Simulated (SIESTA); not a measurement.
## ZrN: single point with PBE

The system is ZrN.

```
Zr N
1.0
     0.00000    2.30000    2.30000
     2.30000    0.00000    2.30000
     2.30000    2.30000    0.00000
Zr N
1 1
Direct
  0.50000 0.50000 0.50000
  0.00000 0.00000 0.00000
```

```json
{"Program": "SIESTA 5.4.2", "Task": "single point", "Functional": "PBE", "Potentials or basis": "PseudoDojo 0.4 standard (PBE files)", "Basis": "TZDP (energy shift 0.003 Ry; two zetas on semicore shells)", "Grid cutoff": "800 Ry", "Energy shift": "0.003 Ry", "k mesh": "10 × 10 × 10", "Occupations": "fermi-dirac, width 0.05 eV", "Spin": "no spin polarisation"}
```

```yaml
Pressure: 1.6 GPa
Band_gap_on_the_k_mesh: none (metal or under the smearing width)
```

Run time: 3.2 min on 1 thread of AMD EPYC 7R43 64-Core Processor (Zen 3), on a shared host, peak memory 0.39 GiB.

Caveat: the basis of atomic orbitals isn't converged, which shifts pressures, moduli and gaps.
